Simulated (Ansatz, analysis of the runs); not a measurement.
# A defect in a wire: Rh wire along [110], 4 atoms a period, Pd in place of one Rh, part 4 of 4

Aim: how much does this defect scatter, and at which energies?

Ansatz 0.2.0; DFT PBE, plane waves, PAW; relaxation of a wire's period (the session's first sound run).

So far. Step 3 (The wire at its relaxed period): At the computed energy nearest the Fermi level there are 5 spin-up and 9 spin-down channels, and the thermal average gives 6.44 G₀. Step 4 (Relaxing the junction): The largest force component on a free atom ends at 0.059 eV/Å, under the limit of 0.06. Pd ends nearest to Rh at 2.57 Å, Rh at 2.57 Å, Rh at 2.63 Å, Rh at 2.75 Å and Rh at 2.75 Å.

## 5. Transmission

This step: DFT PBE, plane waves, PAW; transmission of a junction in a wire (Ansatz 0.2.0).

The cell is now read as a scatterer between two semi-infinite leads, named by two sites one period apart. The scattering states in its self-consistent potential are matched to the leads' states at each energy. One point across is taken, as for a wire in vacuum.

Contents of input.yaml:

```yaml
crystal:
  lattice:
    - [8.715, 0.0, 0.0]
    - [0.0, 10.862, 0.0]
    - [0.0, 0.0, 22.6331573598]
  atoms:
    - { symbol: Rh, position: [0.407171114, 0.421839195, -1.0e-10], spin: 0.37 }
    - { symbol: Rh, position: [0.661322864, 0.356015852, 0.0555555559], spin: 0.38 }
    - { symbol: Rh, position: [0.592828886, 0.578191044, 0.0555555559], spin: 0.37 }
    - { symbol: Rh, position: [0.338677136, 0.644014387, -1.0e-10], spin: 0.38 }
    - { symbol: Rh, position: [0.407171114, 0.421839195, 0.1111111109], spin: 0.37 }
    - { symbol: Rh, position: [0.661322864, 0.356015852, 0.1666666669], spin: 0.38 }
    - { symbol: Rh, position: [0.592828886, 0.578191044, 0.1666666669], spin: 0.37 }
    - { symbol: Rh, position: [0.338677136, 0.644014387, 0.1111111109], spin: 0.38 }
    - { symbol: Rh, position: [0.407171114, 0.421839195, 0.2222222219], spin: 0.37 }
    - { symbol: Rh, position: [0.661322864, 0.356015852, 0.2777777779], spin: 0.38 }
    - { symbol: Rh, position: [0.592828886, 0.578191044, 0.2777777779], spin: 0.37 }
    - { symbol: Rh, position: [0.338677136, 0.644014387, 0.2222222219], spin: 0.38 }
    - { symbol: Rh, position: [0.4044774689, 0.4227180719, 0.3332802064], spin: 0.33 }
    - { symbol: Rh, position: [0.6563762675, 0.3569961384, 0.3889103341], spin: 0.18 }
    - { symbol: Rh, position: [0.5903801162, 0.5781647841, 0.3894474484], spin: 0.14 }
    - { symbol: Rh, position: [0.337826758, 0.6438822669, 0.3308963074], spin: 0.35 }
    - { symbol: Rh, position: [0.406936398, 0.4211396064, 0.4443670751] }
    - { symbol: Rh, position: [0.6562685001, 0.3572641042, 0.4998897028], spin: 0.18 }
    - { symbol: Rh, position: [0.5901218943, 0.5783795675, 0.499005556], spin: 0.14 }
    - { symbol: Pd, position: [0.3243199792, 0.6536228637, 0.4443085929] }
    - { symbol: Rh, position: [0.4043497478, 0.4230548458, 0.5554964477], spin: 0.34 }
    - { symbol: Rh, position: [0.6613940604, 0.3572824538, 0.6109656033], spin: 0.38 }
    - { symbol: Rh, position: [0.5918155804, 0.5794580139, 0.6104200671], spin: 0.4 }
    - { symbol: Rh, position: [0.3371068701, 0.6441233338, 0.557786747], spin: 0.35 }
    - { symbol: Rh, position: [0.407171114, 0.421839195, 0.6666666669], spin: 0.37 }
    - { symbol: Rh, position: [0.661322864, 0.356015852, 0.7222222219], spin: 0.38 }
    - { symbol: Rh, position: [0.592828886, 0.578191044, 0.7222222219], spin: 0.37 }
    - { symbol: Rh, position: [0.338677136, 0.644014387, 0.6666666669], spin: 0.38 }
    - { symbol: Rh, position: [0.407171114, 0.421839195, 0.7777777779], spin: 0.37 }
    - { symbol: Rh, position: [0.661322864, 0.356015852, 0.8333333329], spin: 0.38 }
    - { symbol: Rh, position: [0.592828886, 0.578191044, 0.8333333329], spin: 0.37 }
    - { symbol: Rh, position: [0.338677136, 0.644014387, 0.7777777779], spin: 0.38 }
    - { symbol: Rh, position: [0.407171114, 0.421839195, 0.8888888889], spin: 0.37 }
    - { symbol: Rh, position: [0.661322864, 0.356015852, 0.9444444444], spin: 0.38 }
    - { symbol: Rh, position: [0.592828886, 0.578191044, 0.9444444444], spin: 0.37 }
    - { symbol: Rh, position: [0.338677136, 0.644014387, 0.8888888889], spin: 0.38 }
magnetization:
  spin_polarized: true
kpoints:
  mp_grid: { grid: [1, 1, 4] }
scf:
  occupations: { method: fermi_dirac, width: 0.05 }
hamiltonian:
  xc: pbe
output:
  transmission:
    e_range: [-1.26, 1.26]
    de: 0.035
    kmesh: [1, 1]
    reduced_basis: true
    leads: [[32, 0]]
  dos: { projected: true, e_range: [-4, 3] }
  write_potential: true
  write_density: true
  volumetric_format: npy
  elf: true
basis:
  ecutwfc: "350 eV"
```

Launch:

```console
$ ansatz run input.yaml --threads 4 --pin off --max-ram 16384MiB --backend cpu --events-out ev --progress --plain --runs-dir out
```

Numbers of over 12 decimals in the logs are rounded to 6 here.

Output:

```text
[...]
Crystal: 36 atoms, lattice volume = 2142.507 Å³
Basis set: ecut = 350 eV, 31903 PW (Γ)
Bands: 375, of which v1, the nominal top of the filled ones, is band 307 counted from 1 (306 counted from 0)
Symmetry: 1 space group operations
[...]
k-points: 3 of 4 (time reversal used)
[...]
Starting moments: Σ|m| = 11.79 μB on 34 of 36 sites
[...]
SCF iter   1: F=—  HF=-231036.867427 eV  |F-HF|=—  |Δ(HF+E_count)|=         —  Δρ=3.97e-2 (↑3.97e-2 ↓3.87e-2)  dr2=3.70e2  dr2_m=3.99e-1  M=8.407 μB ∫|m|=8.526 μB  β_m=0.30  ethr=3.10e-3  ⟨swp⟩=7.8  Hψ=9036  notcnv=0  defer=30
[...]
SCF iter  16: F=-231012.520047 eV  HF=-231012.520047 eV  |F-HF|=3.92e-8  |Δ(HF+E_count)|=   2.81e-8  Δρ=8.23e-7 (↑7.68e-7 ↓8.23e-7)  dr2=4.93e-8  dr2_m=8.06e-9  M=14.498 μB ∫|m|=15.171 μB  ethr=1.09e-11  ⟨swp⟩=4.0  Hψ=5451  notcnv=0
SCF 1 converged in 16 iterations: F = -231012.520047 eV  dr2 = 4.93e-8
[...]
transmission: 52 of 312 steps passed
transmission: 78 of 312 steps passed
[...]
transmission: 312 of 312 steps passed
WARN: The output density's exchange-correlation potential varies sharply where the density is thin. Do not read a vacuum level from v_tot or v_xc, or from such a field of the output density. On a cell that repeats whose density bears no net charge and no dipole along the vacuum's axis use v_es (v_loc + v_h of the components); under efield.dipole_correction with no amplitude use v_es + v_field, which holds any externa [...]
SCF converged after 16 iterations
Magnetization: 14.4976 μB (313.7488 up, 299.2512 down)
Absolute magnetization: 15.1484 μB (∫|ρ↑−ρ↓|, with the PAW one-centre terms)
[...]
Per-site moments (μB) at R_I (Å): [(0.355010, 1.025473), (0.398129, 1.025473), (0.376780, 1.025473), (0.398713, 1.025473), (0.393468, 1.025473), (0.424948, 1.025473), (0.409260, 1.025473), (0.385350, 1.025473), (0.442097, 1.025473), (0.427858, 1.025473), (0.434517, 1.025473), (0.442054, 1.014605), (0.399690, 1.019742), (0.259717, 1.018980), (0.196485, 1.018980), (0.413026, 1.014605), (0.056015, 1.037188), (0.257549,  [...]
Free energy (F): -231012.520047 eV
[...]
Internal energy: -231011.879258 eV  (E = F + TS)
E sigma→0 (E₀):  -231012.199653 eV
Entropy (-TS):   -0.640788 eV (-17.800 meV/atom)
Fermi energy:    1.614491 eV
[...]
--- Band table (eV; the first three rows and the last of 6) ---
  k-point 0 ↑: bands = [... 303 lower, 1.3033, 1.3195, 1.3229, 1.3572, 1.3755, 1.3891, 1.3957, 1.4362, ... 64 higher]
  k-point 1 ↑: bands = [... 303 lower, 1.2993, 1.3116, 1.3247, 1.3452, 1.3737, 1.3978, 1.4187, 1.4329, ... 64 higher]
  k-point 2 ↑: bands = [... 303 lower, 1.2944, 1.3144, 1.3236, 1.3533, 1.3905, 1.4131, 1.4218, 1.4390, ... 64 higher]
  k-point 2 ↓: bands = [... 303 lower, 1.6944, 1.7245, 1.7378, 1.7653, 1.7889, 1.8007, 1.8094, 1.8187, ... 64 higher]
--- Transmission ---
  basis      : 699 plane waves across, 26 finite elements along
  points     : 1, standing for a mesh of 1 x 1
[...]
crystal 0  : Rh4, at the sites [32, 0], period 2.5148 Å, over 15.09 Å; its Hamiltonian steps by up to 9.3 meV
[...]
filled         : 5.7 meV over the level at which it is neutral
    channels       : 5.000000e0 up, 9.000000e0 down
[...]
junction   : crystal 0 to crystal 0, -0.63 to 19.49 Å
    transmission   : 4.562326e0 up, 6.908793e0 down
    error estimate : 8.503261e-4 up, 8.485852e-4 down from the reduction of the transverse basis, at the most 9.563370e-2 at 0.140000 eV
    conductance    : 4.3133e14 S/m² at 300 K (4.2737e14 on every other energy)
    error estimate : 0.9 % from the energy spacing and 1.9 % from band edges of the leads and from resonances (wavevectors taken as independent; lower de), 0.1 % from the reduction of the transverse basis, 4.7 % from the steps of its leads' Hamiltonians or their offsets (lay more layers), 0.7 % from the distance to neutral
    resistance     : 3.4199e-4 Ω µm² beyond half of each lead's own
```

The job ended after 20 min (4 threads of Arm Neoverse V1, shared host; peak memory 9.5 GiB).

This step gave:

| Item | Value |
| --- | --- |
| energy at zero smearing | -231012.1997 eV |
| total moment | 14.50 μB |
| absolute moment | 15.15 μB |
| transmission at the energy nearest the Fermi level, spin up | 4.562 |
| transmission at the energy nearest the Fermi level, spin down | 6.909 |
| step of the lead's Hamiltonian | 9.3 meV |
| conductance of the junction | 5.270 G₀ |

Transmission against energy, zero at the Fermi level:

```tsv
energy (eV)	spin up	spin down
-1.26	5.89	6.62
-1.23	6.16	6.92
-1.19	5.75	6.83
-1.08	7.42	7.78
-1.01	7.29	7.22
-0.91	7.13	6.26
-0.88	8.80	6.25
-0.84	8.78	6.24
-0.73	7.43	6.82
-0.67	7.82	6.62
-0.56	8.15	8.39
-0.49	7.96	7.03
-0.42	9.62	7.45
-0.39	7.43	7.53
-0.32	5.26	7.86
-0.21	5.68	7.81
-0.14	4.56	6.98
-0.04	4.67	6.57
0.00	4.56	6.91
0.04	4.20	5.81
0.14	5.08	4.46
0.21	4.71	5.42
0.32	6.47	3.90
0.35	7.27	5.18
0.39	6.62	5.21
0.49	5.70	4.89
0.56	4.77	5.18
0.67	5.72	5.51
0.73	5.68	5.54
0.84	4.68	4.57
0.91	4.62	4.49
1.01	4.21	5.49
1.08	2.98	4.55
1.19	3.98	4.51
1.26	3.97	4.32
```

The open channels of the lead by energy, zero at the Fermi level:

```tsv
energy (eV)	spin up	spin down
-1.26	7	8
-1.19	7	8
-1.12	7	10
-1.05	8	10
-0.98	8	7
-0.91	8	7
-0.84	10	7
-0.77	8	7
-0.70	9	8
-0.63	9	10
-0.59	9	10
-0.53	9	10
-0.46	12	10
-0.39	10	9
-0.32	7	9
-0.24	7	9
-0.17	7	10
-0.10	5	6
-0.04	5	9
0.00	5	9
0.04	5	7
0.10	6	5
0.17	6	7
0.24	6	5
0.32	8	5
0.39	8	6
0.46	6	5
0.53	6	6
0.59	5	8
0.63	5	6
0.70	6	6
0.77	6	6
0.84	5	5
0.91	5	5
0.98	5	7
1.05	3	6
1.12	3	5
1.19	4	5
1.26	4	5
```

Projected DOS an atom over height of the atomic layer and energy from the Fermi level.  broadened by a Gaussian of 0.15 eV, since few k-points sample the long cell.

Ten even steps from '0' (0.25 states/eV) to '9' (2.91 states/eV), each cell a mean:
```
101010000010101111
111111101111111111
222322212223222222
334444424444433333
555555535555555555
777767646767777777
777778868877777888
999999999999999999
777778767877777777
676677656776666666
777777777777777777
666666696666666666
444444464444444444
444443454344444444
555555585555555555
555555575555555555
444444454444444444
444444444444444444
444444444444444444
444444444444444444
444444434444444444
333333333333333333
```
Columns: height of the atomic layer (Å) from 1.26 to 22.6; rows upwards: energy from the Fermi level (eV) from -3.98 to 1.47.

Site moment by element, in μB:

```tsv
element	atoms	mean	spread (r.m.s.)	least	largest
Rh	35	0.375	0.083	0.056	0.448
Pd	1	-0.003	0.000	-0.003	-0.003
```

The atoms farthest from the mean of their element:

```tsv
atom	x, y, z (Å)	site moment (μB)
Rh17	3.55, 4.57, 10.06	0.056
Rh19	5.14, 6.28, 11.29	0.194
Rh15	5.15, 6.28, 8.81	0.196
Rh18	5.72, 3.88, 11.31	0.258
Rh14	5.72, 3.88, 8.80	0.260
Rh28	2.95, 7.00, 15.09	0.448
Rh25	3.55, 4.58, 15.09	0.447
Rh9	3.55, 4.58, 5.03	0.442
```

Spin density in the ca plane at fractional y = 0.644, with atoms of Rh and Pd within 0.2 Å of it.

Ten even steps from '0' (-0.01 e/Å³) to '9' (0.40 e/Å³), each cell a mean:
```
00000000000000000000000000000000000000000000
00000000000000000000000000000000000000000000
00000000000000000000000000000000000000000000
00000000000000000000000000000000000000000000
00000000000000000000000000000000000000000000
00000000000000000000000000000000000000000000
00000000000000000000000000000000000000000000
00000011000001100000000000000000001100000110
10000122100012210000010000010000012210001220
31000133100023210001220000121000023310002321
10000011000001100000000000000000011100001110
00000000000000000000000000000000000000000000
00121000012100001100000000000011100001210000
00483000159200016610000000000037300015920000
00271000139110015610000000000128210014810001
00271000138110013620000000000137100014810001
01472000148200014620000000000146200015820001
00221000023100002210000000000022100012310000
00000000000000000000000000000000000000000000
00000000000000000000000000000000000000000000
00000000000000000000000000000000000000000000
00000000000000000000000000000000000000000000
00000000000000000000000000000000000000000000
```
Columns run along c (16.0 Å, from fractional 0.06 to 0.77 of the cell), rows up along a (8.7 Å). Atoms in or near the plane, at fractional coordinates: Rh at (0.11, 0.34), Rh at (0.22, 0.34), Rh at (0.33, 0.34), Pd at (0.44, 0.32), Rh at (0.56, 0.34), Rh at (0.67, 0.34).

ELF in the ca plane at fractional y = 0.644, with atoms of Rh and Pd within 0.2 Å of it. It is the smooth field of the valence electrons, not physical close to the nuclei.

Values, 12 rows by 16 columns, each cell a mean:
```
0.00 0.00 0.00 0.00 0.00 0.00 0.00 0.00 0.00 0.00 0.00 0.00 0.00 0.00 0.00 0.00
0.03 0.03 0.03 0.03 0.03 0.03 0.03 0.03 0.03 0.03 0.03 0.03 0.03 0.03 0.03 0.03
0.11 0.13 0.10 0.13 0.11 0.10 0.13 0.09 0.12 0.11 0.10 0.13 0.10 0.12 0.11 0.10
0.22 0.25 0.22 0.25 0.22 0.22 0.24 0.21 0.24 0.22 0.20 0.25 0.23 0.24 0.22 0.22
0.38 0.29 0.48 0.29 0.37 0.40 0.28 0.48 0.30 0.37 0.41 0.28 0.49 0.30 0.34 0.43
0.28 0.26 0.32 0.26 0.28 0.29 0.26 0.33 0.25 0.27 0.30 0.26 0.33 0.27 0.28 0.30
0.28 0.33 0.25 0.33 0.28 0.28 0.33 0.24 0.27 0.24 0.26 0.34 0.25 0.32 0.29 0.26
0.46 0.69 0.27 0.69 0.46 0.46 0.69 0.24 0.45 0.38 0.36 0.72 0.31 0.63 0.53 0.37
0.40 0.58 0.28 0.58 0.41 0.41 0.59 0.25 0.46 0.40 0.33 0.63 0.30 0.54 0.45 0.34
0.18 0.16 0.21 0.16 0.18 0.19 0.16 0.18 0.24 0.21 0.16 0.17 0.21 0.17 0.17 0.19
0.07 0.06 0.09 0.06 0.08 0.08 0.05 0.08 0.09 0.09 0.06 0.05 0.09 0.07 0.07 0.08
0.01 0.01 0.01 0.01 0.01 0.01 0.01 0.01 0.02 0.02 0.01 0.01 0.01 0.01 0.01 0.01
```
Columns run along c (16.0 Å, from fractional 0.06 to 0.77 of the cell), rows up along a (8.7 Å). Atoms in or near the plane, at fractional coordinates: Rh at (0.11, 0.34), Rh at (0.22, 0.34), Rh at (0.33, 0.34), Pd at (0.44, 0.32), Rh at (0.56, 0.34), Rh at (0.67, 0.34).

Electrostatic potential energy in the ca plane at fractional y = 0.644, with atoms of Rh and Pd within 0.2 Å of it. With pseudopotentials it is smooth inside the atoms' cores, unlike the true potential.

Ten even steps from '0' (-71 eV) to '9' (6 eV), each cell a mean:
```
99999999999999999999999999999999999999999999
99999999999999999999999999999999999999999999
99999999999999999999999999999999999999999999
99999999999999999999999999999999999999999999
99999999999999999999999999999999999999999999
99999999999999999999999999999999999999999999
99999999999999999999999999999999999999999999
78999877899987789998778999877899987789998778
57998645799864579986457998645799864579986457
47998644799864479986447998645799853479986457
78999867899986789997668999767899976789997678
99999989999998999999899999989999998999999899
98778999877899987789999889999877899987789998
86213798621379852147997556899621379852137985
83000588300058720016885213698300058720005872
83000588300058720016884102688300058730016872
96323798632479862248986324798631379862247986
98778999877899987789998767999877899987789998
99999999999999999999999999999999999999999999
99999999999999999999999999999999999999999999
99999999999999999999999999999999999999999999
99999999999999999999999999999999999999999999
99999999999999999999999999999999999999999999
```
Columns run along c (16.0 Å, from fractional 0.06 to 0.77 of the cell; values clipped at the 3rd and 97th percentile), rows up along a (8.7 Å). Atoms in or near the plane, at fractional coordinates: Rh at (0.11, 0.34), Rh at (0.22, 0.34), Rh at (0.33, 0.34), Pd at (0.44, 0.32), Rh at (0.56, 0.34), Rh at (0.67, 0.34).

By hand: the program gives 4.3133 × 10^14 S/m² over the cell's cross-section of 94.66 Å² = 9.466 × 10^-19 m², so one cell conducts 4.083 × 10^-4 S. Divided by G0 = 2e²/h = 7.748 × 10^-5 S this is 5.27 G0, a resistance of 2.45 kΩ.

The conductance is 5.27 G₀, with 5 spin-up and 9 spin-down channels open in the lead. The lead's Hamiltonian steps by 9.3 meV, which the program lets pass, though it counts in the error estimate.

## 6. Conductance and thermopower from T(E)

This step: Landauer integrals over the computed T(E), interpolated linearly between its energies (analysis of the runs above).

Conductance and thermopower are moments of T(E) over the thermal window; sliding the window along E stands for a gate that leaves T(E) rigid.

Numbers from this step:

* conductance at 300 K, interpolated from T(E): 5.334 G₀
* thermopower at 300 K: 7.380 μV/K
* Lorenz number over L0: 0.9516
* spin polarisation of the transmission: -20.46 %

T(E) held rigid; rough near sharp steps of T(E). The conductance at 300 K by shift of the leads' level:

```tsv
shift of the leads' level (eV)	conductance at 300 K (G₀)
-0.900	6.97
-0.800	7.12
-0.750	6.97
-0.650	7.62
-0.550	8.13
-0.450	8.08
-0.400	7.66
-0.300	6.38
-0.200	6.40
-0.150	5.97
-0.050	5.43
0.050	4.92
0.150	4.95
0.200	5.05
0.300	5.28
0.400	5.45
0.450	5.18
0.550	5.20
0.650	5.38
0.750	5.44
0.800	5.10
0.900	4.75
```

T(E) held rigid; rough near sharp steps of T(E). Table of thermopower at 300 K by shift of the leads' level:

shift of the leads' level (eV), thermopower at 300 K (μV/K) and a bar from the least value:
```
   -0.900       -6.4 ####
   -0.850       -1.4 ###########
   -0.800        3.6 #################
   -0.700       -6.4 ####
   -0.650       -9.6 
   -0.600       -4.4 #######
   -0.550        0.8 #############
   -0.450        2.4 ################
   -0.400       12.7 #############################
   -0.350       13.6 ##############################
   -0.300        5.7 ####################
   -0.200        4.2 ##################
   -0.150       12.4 #############################
   -0.100        7.1 ######################
   -0.050        0.9 ##############
    0.050        9.2 ########################
    0.100       -1.2 ###########
    0.150       -4.5 #######
    0.200       -0.7 ###########
    0.300       -8.5 #
    0.350       -2.8 #########
    0.400        7.3 ######################
    0.450        2.9 ################
    0.550       -0.9 ###########
    0.600       -2.2 ##########
    0.650       -3.9 #######
    0.700       -0.7 ###########
    0.800        9.8 #########################
    0.850        5.5 ####################
    0.900       -1.7 ##########
```

The two levels move by half the bias each and T(E) is held rigid. The current from the zero-bias T(E) by bias:

```tsv
bias (V)	current from the zero-bias T(E) (μA)
0.000	0
0.100	40.8
0.200	80.5
0.300	121
0.400	165
0.500	209
0.600	254
0.700	300
0.800	350
0.900	401
1.000	452
1.100	504
1.200	555
1.300	607
1.400	656
1.500	705
1.600	752
1.700	799
1.800	846
1.900	891
```

By hand, Mott's formula: S = −(π²k²T/3e) d ln T/dE, and π²k²T/3e = 7.33 μV/K × eV at 300 K. The computed T is 10.6 at -0.070 eV and 8.51 at +0.070 eV (both spins added), so d ln T/dE ≈ -1.55 per eV and S ≈ 11.4 μV/K, against 7.38 from the integrals. The two differ since ln T is not straight over the thermal window.

The thermopower is 7.38 μV/K. The Lorenz ratio is 0.95, where the Wiedemann-Franz law gives 1. Moving the level by up to 0.1 eV either way gives -1.2 to 9.2 μV/K.

## 7. Outcome

* conductance of the perfect wire: 6.44 G₀
* conductance, Pd in place of one Rh: 5.27 G₀
* thermopower, Pd in place of one Rh: 7.38 μV/K
* spin polarisation of T at the Fermi level, Pd in place of one Rh: -20.5 %

What this shows: Summed over the computed window, 86 % of the lead's open channels pass the defect; the conductance at 300 K is 5.27 G₀. With Pd in place of one Rh, 83 % of the conductance of that run's own lead (6.38 G₀) is left. Transport is coherent and elastic here: the atoms are frozen, so scattering by vibrations plays no part. In the perfect wire the moments were started parallel, and no opposed start was run. No search over magnetic orders was made; another may lie lower. A cutoff under the files' recommended one was taken to save time; its effect on T(E) was not tested here.

[Logs are printed without paths, hosts, clocks, repeated set-up lines and the standing remarks that a program may print on its own settings, such as how far it seeks lower states.]

[Hosts, paths, dates, database ids (printed as entryN), source tags and the programs' standing remarks are cut or masked in the printed files.]
